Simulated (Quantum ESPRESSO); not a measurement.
## Converging shifted k-point meshes: LiI (I4mm, 2 atoms in the cell)

```
CELL_PARAMETERS angstrom
      0.00000     3.02505     3.02505
      3.02505     0.00000     3.02505
      3.02505     3.02505     0.00000
ATOMIC_POSITIONS crystal
  Li 0.00826 0.00826 0.99174
  I  0.50000 0.50000 0.50000
```

Level of theory: PBE, PseudoDojo standard norm-conserving (PBE) pseudopotentials (plane waves; Quantum ESPRESSO).

Base settings: ecutwfc = 75 Ry; occupations = smearing; smearing = fd; degauss = 0.0036749 Ry; potentials = {Li: Li.upf, I: I.upf}; K_POINTS = automatic 7 7 7 0 0 0; conv_thr = 1e-09 Ry.

Shifted meshes do not hold Γ, so a gap read on them misses any band edge there.

Only quantities that move along the ladder and can be compared are tabulated.

The count of work is k-points × plane waves × bands × iterations; it is no time. 

The starting cell has typed, rounded lattice constants, without a prior relaxation at this level. Its lattice was rescaled by up to half a per cent. One atom was moved a little off its site on purpose. Spin-orbit coupling is off. The shifted mesh does not hold Γ, so a gap read on it misses any band edge there.

Steps (K_POINTS): automatic 2 2 2 1 1 1; automatic 3 3 3 1 1 1; automatic 4 4 4 1 1 1; automatic 6 6 6 1 1 1; automatic 8 8 8 1 1 1; automatic 10 10 10 1 1 1; automatic 12 12 12 1 1 1; automatic 15 15 15 1 1 1; automatic 17 17 17 1 1 1; automatic 20 20 20 1 1 1.

Q: What is the coarsest K_POINTS that holds the free energy within 0.5 meV/atom of the last step, with all finer ones?

A: automatic 3 3 3 1 1 1, at 0.0047 of the last step's count of work; the step before is off by 3.8 meV/atom.

```tsv
K_POINTS	free energy less the last step's (meV/atom)	gap on the mesh (eV)	count of work / last
automatic 2 2 2 1 1 1	3.76	5.134	0.0017
automatic 3 3 3 1 1 1	0.31	4.663	0.0047
automatic 4 4 4 1 1 1	0.01	4.682	0.0095
automatic 6 6 6 1 1 1	0.00	4.460	0.030
automatic 8 8 8 1 1 1	0.00	4.342	0.068
automatic 10 10 10 1 1 1	0.00	4.286	0.13
automatic 12 12 12 1 1 1	0.00	4.253	0.22
automatic 15 15 15 1 1 1	0.00	4.226	0.43
automatic 17 17 17 1 1 1	0.00	4.215	0.62
automatic 20 20 20 1 1 1	0.00	4.204	1.0
```

The gap on the mesh jumps up and down from mesh to mesh; it is no smooth measure of convergence.
